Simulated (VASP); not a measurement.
# SrO (P6_3mc) in VASP: notebook

The runs below take SrO through single point, with LDA.

Everything below comes from runs of VASP 6.6.1. Logs are shortened: lines on timing, memory, paths and dates and some standing lists are left out, and cuts for length are marked.

**1. The structure**

It takes space group P6_3mc (No. 186, hexagonal). The conventional cell has a = 4.396 Å, b = 4.396 Å, c = 4.877 Å, α = 90.00°, β = 90.00°, γ = 120.00°. Around Sr (site symmetry 3m) lie 5 O at 2.43 to 2.54 Å. Around O (site symmetry 3m) lie 5 Sr at 2.43 to 2.54 Å.

Measurements of this composition are mostly on another form, of space group No. 225.

**2. Single point, LDA**

Contents of INCAR:

```
SYSTEM = SrO
PREC     = Accurate       ! precision mode
ENCUT    = 520            ! plane-wave cutoff, eV
EDIFF    = 1E-6           ! SCF threshold, eV
ISMEAR   = 0              ! smearing method
SIGMA    = 0.05           ! smearing width, eV
LREAL    = .False.        ! projectors in reciprocal space
LASPH    = .True.         ! aspherical terms in the spheres
NELM     = 100            ! most SCF steps
ALGO     = Fast           ! electronic algorithm
ISIF     = 2              ! what is computed and relaxed
LWAVE    = .False.        ! write WAVECAR
LCHARG   = .False.        ! write CHGCAR
GGA      = CA             ! functional
NBANDS   = 24             ! bands
```

Contents of KPOINTS:

```
Automatic mesh
0
Gamma
  9 9 6
  0 0 0
```

Contents of POSCAR:

```
SrO
1.0
    4.3959648212      0.0000000000      0.0000000000
   -2.1979824106      3.8070172093      0.0000000000
    0.0000000000      0.0000000000      4.8768269416
Sr O
2 2
Direct
    0.3333333333      0.6666666667      0.9381277000
    0.6666666667      0.3333333333      0.4381277000
    0.3333333333      0.6666666667      0.4368723000
    0.6666666667      0.3333333333      0.9368723000
```

Potentials or basis: VASP PAW LDA potentials, release 64 (Sr_sv, O).

The run is started by

```
$ cat potpaw_LDA.64/Sr_sv/POTCAR potpaw_LDA.64/O/POTCAR > POTCAR
$ mpirun -np 1 vasp_std > vasp.out
```

OUTCAR:

```text
SYSTEM = SrO
   PREC = Accurate
   ENCUT = 520
   EDIFF = 1E-6
   ISMEAR = 0
   LREAL = .False.
   LASPH = .True.
   NELM = 100
   ISIF = 2
   GGA = CA

 ion  position               nearest neighbor table
   1  0.333  0.667  0.938-   3 2.43   3 2.44   4 2.54   4 2.54   4 2.54   2 3.52   2 3.52   2 3.52
                             2 3.52   2 3.52   2 3.52
   2  0.667  0.333  0.438-   4 2.43   4 2.44   3 2.54   3 2.54   3 2.54   1 3.52   1 3.52   1 3.52
                             1 3.52   1 3.52   1 3.52
   3  0.333  0.667  0.437-   1 2.43   1 2.44   2 2.54   2 2.54   2 2.54
   4  0.667  0.333  0.937-   2 2.43   2 2.44   1 2.54   1 2.54   1 2.54

  LATTYP: Found a hexagonal cell.
 ALAT       =     4.3959648212
 C/A-ratio  =     1.1093871630

  Lattice vectors:

 A1 = (   4.3959648212,   0.0000000000,   0.0000000000)
 A2 = (  -2.1979824106,   3.8070172093,   0.0000000000)
 A3 = (   0.0000000000,   0.0000000000,   4.8768269416)

Analysis of symmetry for initial positions (statically):
=====================================================================
 Subroutine PRICEL returns:
 Original cell was already a primitive cell.

 Routine SETGRP: Setting up the symmetry group for a
 hexagonal supercell.

 Subroutine GETGRP returns: Found 12 space group operations
 (whereof  6 operations were pure point group operations)
 out of a pool of 24 trial point group operations.

The static configuration has the point symmetry C_3v.
 The point group associated with its full space group is C_6v.

Analysis of symmetry for dynamics (positions and initial velocities):
=====================================================================
 Subroutine PRICEL returns:
 Original cell was already a primitive cell.

 Routine SETGRP: Setting up the symmetry group for a
 hexagonal supercell.

 Subroutine GETGRP returns: Found 12 space group operations
 (whereof  6 operations were pure point group operations)
 out of a pool of 24 trial point group operations.

The dynamic configuration has the point symmetry C_3v.
 The point group associated with its full space group is C_6v.

 Subroutine INISYM returns: Found 12 space group operations
 (whereof  6 operations are pure point group operations),
 and found     1 'primitive' translations

----------------------------------------------------------------------------------------

                                     Primitive cell

  volume of cell :      81.6162

  direct lattice vectors                    reciprocal lattice vectors
     4.395964821  0.000000000  0.000000000     0.227481347  0.131336417  0.000000000
    -2.197982411  3.807017209  0.000000000     0.000000000  0.262672834  0.000000000
     0.000000000  0.000000000  4.876826942     0.000000000  0.000000000  0.205051361

  length of vectors
     4.395964821  4.395964821  4.876826942     0.262672834  0.262672834  0.205051361

  position of ions in fractional coordinates (direct lattice)
     0.333333333  0.666666667  0.938127700
     0.666666667  0.333333333  0.438127700
     0.333333333  0.666666667  0.436872300
     0.666666667  0.333333333  0.936872300

  ion indices of the primitive-cell ions
   primitive index   ion index
                 1           1
                 2           2
                 3           3
                 4           4

----------------------------------------------------------------------------------------

 KPOINTS: Automatic mesh

Automatic generation of k-mesh.
 Grid dimensions read from file:
 generate k-points for:    9    9    6

 Generating k-lattice:

  Cartesian coordinates                     Fractional coordinates (reciprocal lattice)
     0.025275705  0.014592935  0.000000000     0.111111111  0.000000000  0.000000000
     0.000000000  0.029185870  0.000000000     0.000000000  0.111111111  0.000000000
     0.000000000  0.000000000  0.034175227     0.000000000  0.000000000  0.166666667

  Length of vectors
     0.029185870  0.029185870  0.034175227

  Shift w.r.t. Gamma in fractional coordinates (k-lattice)
     0.000000000  0.000000000  0.000000000

 Subroutine IBZKPT returns following result:
 ===========================================

 Found     48 irreducible k-points:

 Following reciprocal coordinates:
            Coordinates               Weight
  0.000000  0.000000  0.000000      1.000000
  0.111111 -0.000000  0.000000      6.000000
  0.222222  0.000000  0.000000      6.000000
  0.333333  0.000000  0.000000      6.000000
  0.444444  0.000000  0.000000      6.000000
  0.111111  0.111111  0.000000      6.000000
[... 16 lines left out ...]
  0.333333  0.222222  0.166667     24.000000
  0.333333  0.333333  0.166667      4.000000
 [... further k-points ...]
   k-points           NKPTS =     48   k-points in BZ     NKDIM =     48   number of bands    NBANDS=     24
   number of dos      NEDOS =    301   number of ions     NIONS =      4
   total plane-waves  NPLWV =  46656
   dimension x,y,z NGX =    36 NGY =   36 NGZ =   36
   dimension x,y,z NGXF=    72 NGYF=   72 NGZF=   72
   ions per type =               2   2
   NGX,Y,Z   is equivalent  to a cutoff of  13.61, 13.61, 12.27 a.u.
   NGXF,Y,Z  is equivalent  to a cutoff of  27.23, 27.23, 24.54 a.u.
 SYSTEM =  SrO
   PREC   = accura    normal or accurate (medium, high low for compatibility)
   ISTART =      0    job   : 0-new  1-cont  2-samecut
   ICHARG =      2    charge: 1-file 2-atom 10-const
   ISPIN  =      1    spin polarized calculation?
   LNONCOLLINEAR =      F non collinear calculations
   LSORBIT =      F    spin-orbit coupling
   LASPH  =      T    aspherical Exc in radial PAW
   ENCUT  =  520.0 eV  38.22 Ry    6.18 a.u.   8.17  8.17  9.07*2*pi/ulx,y,z
   NELM   =    100;   NELMIN=  2; NELMDL= -5     # of ELM steps
   EDIFF  = 0.1E-05   stopping-criterion for ELM
   LREAL  =      F    real-space projection
   EDIFFG = 0.1E-04   stopping-criterion for IOM
   NSW    =      0    number of steps for IOM
   IBRION =     -1    ionic relax: 0-MD 1-quasi-New 2-CG
   NFREE  =      0    steps in history (QN), initial steepest desc. (CG)
   ISIF   =      2    stress and relaxation
   ISYM   =      2    0-nonsym 1-usesym 2-fastsym
   POTIM  = 0.5000    time-step for ionic-motion
   TEBEG  =    0.0;   TEEND  =   0.0 temperature during run
   PSTRESS=    0.0 pullay stress
   NELECT =      32.0000    total number of electrons
   NUPDOWN=      -1.0000    fix difference up-down
   EMIN   =  10.00;   EMAX   =-10.00  energy-range for DOS
   EFERMI =   0.00;   METHOD = LEGACY
   ISMEAR =     0;   SIGMA  =   0.05  broadening in eV -4-tet -1-fermi 0-gaus
   EFERMI_NEDOS =   21; number of points for ismear=-14 and -15
   IALGO  =     68    algorithm
   IMIX   =      4    mixing-type and parameters
     AMIX     =   0.40;   BMIX     =  1.00
     AMIX_MAG =   1.60;   BMIX_MAG =  1.00
  volume/ion in A,a.u.               =      20.40       137.69
  Fermi-wavevector in a.u.,A,eV,Ry     =   1.198209  2.264287 19.533960  1.435706
  Thomas-Fermi vector in A             =   2.334104
   LORBIT       =      0    0 simple, 1 ext, 2 COOP (PROOUT), +10 PAW based schemes
   GGA     = CA    functional components
   LHFCALC =     F    Hartree Fock is set to
   AEXX    =    0.0000 exact exchange contribution
   IVDW    =     0    specifies the selected vdW correction
   LEPSILON=     F    determine dielectric tensor
   LRPA    =     F    only Hartree local field effects (RPA)
 non-spin polarized calculation
 RMM-DIIS sequential band-by-band and
 Gauss-broadening in eV      SIGMA  =   0.05
  energy-cutoff  :      520.00
  volume of cell :       81.62
 maximum number of plane-waves:      2210
 NGX is ok and might be reduce to    36
   NGX = 17   NGY = 17   NGZ = 19

 number of electron      31.9999999 magnetization

 Free energy of the ion-electron system (eV)
  ---------------------------------------------------
  ext. energy  EPLUGINS =         0.00000000
  ---------------------------------------------------
  free energy    TOTEN  =       -26.22990267 eV

  energy without entropy =      -26.22990267  energy(sigma->0) =      -26.22990267

 E-fermi :   0.9143     XC(G=0):  -9.4245

 val. band max:        0.6712760097   @ k =   0.0000   0.0000   0.0000
 cond. band min:       2.7521686861   @ k =   0.0000   0.0000   0.0000
 fundamental gap:      2.0808926764
 Fermi energy:         0.9143458641

 k-point     1 :       0.0000    0.0000    0.0000
  band No.  band energies     occupation
      1     -31.6701      2.00000
      2     -31.4660      2.00000
      3     -14.3516      2.00000
      4     -14.2914      2.00000
      5     -14.2881      2.00000
      6     -13.9901      2.00000
[... 16 lines left out ...]
     23       9.2299      0.00000
     24       9.4572      0.00000

 k-point     2 :       0.1111   -0.0000    0.0000
  band No.  band energies     occupation
      1     -31.6633      2.00000
      2     -31.4700      2.00000
      3     -14.5799      2.00000
      4     -14.4791      2.00000
      5     -14.3128      2.00000
      6     -14.0077      2.00000
[... 16 lines left out ...]
     23       8.3994      0.00000
     24       9.5537      0.00000

 k-point     3 :       0.2222    0.0000    0.0000
  band No.  band energies     occupation
      1     -31.6443      2.00000
      2     -31.4819      2.00000
      3     -14.9080      2.00000
      4     -14.7846      2.00000
      5     -14.2434      2.00000
      6     -14.0495      2.00000
[... 16 lines left out ...]
     23       8.5454      0.00000
     24       9.6029      0.00000

 k-point     4 :       0.3333    0.0000    0.0000
  band No.  band energies     occupation
      1     -31.6180      2.00000
      2     -31.5001      2.00000
      3     -15.1513      2.00000
      4     -15.0290      2.00000
      5     -14.1418      2.00000
      6     -14.0931      2.00000
[... 16 lines left out ...]
     23       8.7757      0.00000
     24       9.4698      0.00000

 k-point     5 :       0.4444    0.0000    0.0000
  band No.  band energies     occupation
      1     -31.5943      2.00000
      2     -31.5186      2.00000
      3     -15.2795      2.00000
      4     -15.1608      2.00000
      5     -14.1199      2.00000
      6     -14.0455      2.00000
[... 16 lines left out ...]
     23       8.9500      0.00000
     24       9.4513      0.00000

 k-point     6 :       0.1111    0.1111    0.0000
  band No.  band energies     occupation
      1     -31.6504      2.00000
      2     -31.4780      2.00000
      3     -14.8232      2.00000
      4     -14.7082      2.00000
      5     -14.2659      2.00000
      6     -14.0398      2.00000
[... 16 lines left out ...]
     23       8.4109      0.00000
     24       9.7222      0.00000
[... 379 lines left out ...]
 k-point    21 :       0.4444    0.1111    0.1667
  band No.  band energies     occupation
      1     -31.5806      2.00000
      2     -31.5289      2.00000
      3     -15.5187      2.00000
      4     -15.4286      2.00000
      5     -14.1223      2.00000
      6     -13.8112      2.00000
[... 16 lines left out ...]
     23       8.7891      0.00000
     24       9.5122      0.00000

 k-point    22 :       0.2222    0.2222    0.1667
  band No.  band energies     occupation
      1     -31.5961      2.00000
      2     -31.5166      2.00000
      3     -15.4559      2.00000
      4     -15.3605      2.00000
      5     -14.1278      2.00000
      6     -13.8530      2.00000
[... 16 lines left out ...]
     23       8.8636      0.00000
     24       9.9558      0.00000

 k-point    23 :       0.3333    0.2222    0.1667
  band No.  band energies     occupation
      1     -31.5744      2.00000
      2     -31.5341      2.00000
      3     -15.5115      2.00000
      4     -15.4551      2.00000
      5     -14.1736      2.00000
      6     -13.7707      2.00000
[... 16 lines left out ...]
     23       8.7692      0.00000
     24       9.7494      0.00000

 k-point    24 :       0.3333    0.3333    0.1667
  band No.  band energies     occupation
      1     -31.5535      2.00000
      2     -31.5535      2.00000
      3     -15.5053      2.00000
      4     -15.5053      2.00000
      5     -14.2042      2.00000
      6     -13.6796      2.00000
[... 16 lines left out ...]
     23       8.9444      0.00000
     24       9.8347      0.00000

 [... further k-points ...]

------------------------ aborting loop because EDIFF is reached ----------------------------------------

  FORCE on cell =-STRESS in cart. coord.  units (eV):
  Direction    XX          YY          ZZ          XY          YZ          ZX
  --------------------------------------------------------------------------------------
  -------------------------------------------------------------------------------------
  Total       -2.7402489     -2.7402489      2.1006934      0.0000000     -0.0000000      0.0000000
  in kB      -53.7928073    -53.7928073     41.2379313      0.0000000     -0.0000000      0.0000000
  external PRESSURE =     -22.1158944 kB  Pullay stress =       0.0000000 kB

 VOLUME and BASIS-vectors are now :
 -----------------------------------------------------------------------------
  energy-cutoff  :      520.00
  volume of cell :       81.62
      direct lattice vectors                 reciprocal lattice vectors
     4.395964821  0.000000000  0.000000000     0.227481347  0.131336417  0.000000000
    -2.197982411  3.807017209  0.000000000     0.000000000  0.262672834  0.000000000
     0.000000000  0.000000000  4.876826942     0.000000000  0.000000000  0.205051361

 POSITION                                       TOTAL-FORCE (eV/Angst)
 -----------------------------------------------------------------------------------
     -0.00000      2.53801      4.57509         0.000000     -0.000000     -0.033043
      2.19798      1.26901      2.13667        -0.000000      0.000000     -0.033043
     -0.00000      2.53801      2.13055        -0.000000     -0.000000      0.033043
      2.19798      1.26901      4.56896         0.000000      0.000000      0.033043
 -----------------------------------------------------------------------------------
    total drift:                               -0.000000      0.000000      0.000207

  FREE ENERGIE OF THE ION-ELECTRON SYSTEM (eV)
  ---------------------------------------------------
  free  energy   TOTEN  =       -26.2299026700 eV

  energy  without entropy=      -26.2299026700  energy(sigma->0) =      -26.22990267
```

Wall time 69 s (1 thread of Intel Xeon 6975P-C (Granite Rapids), shared host); peak memory 0.22 GiB.

Results:

```yaml
Free_energy: -26.2299 eV
Pressure: -2.2 GPa
Largest_force: 0.033 eV/Å
Band_gap_on_the_k_mesh: 2.08 eV, direct
```

Forces in eV/Å, atoms in the order of the input:
```
Sr   0.000  0.000 -0.033
Sr   0.000  0.000 -0.033
O    0.000  0.000  0.033
O    0.000  0.000  0.033
```

Stress tensor (GPa, compression positive):
```
-5.38  0.00  0.00
 0.00 -5.38  0.00
 0.00  0.00  4.12
```

Levels at points of the mesh, in eV from the valence-band top:
| k point | band 12 | band 13 | band 14 | band 15 | band 16 | band 17 | band 18 | band 19 | band 20 | band 21 |
| --- | --- | --- | --- | --- | --- | --- | --- | --- | --- | --- |
| (0.00, 0.00, 0.00) | -1.28 | -1.10 | -1.10 | -0.20 | 0.00 | 2.08 | 5.61 | 5.61 | 7.09 | 7.69 |
| (0.00, 0.00, 0.50) | -1.62 | -1.40 | -1.40 | -1.40 | -1.40 | 3.78 | 3.78 | 7.53 | 7.53 | 7.53 |

Caveat: an odd mesh through Γ misses points on the zone boundary, where band edges often lie.

[end of part 1 of 2]
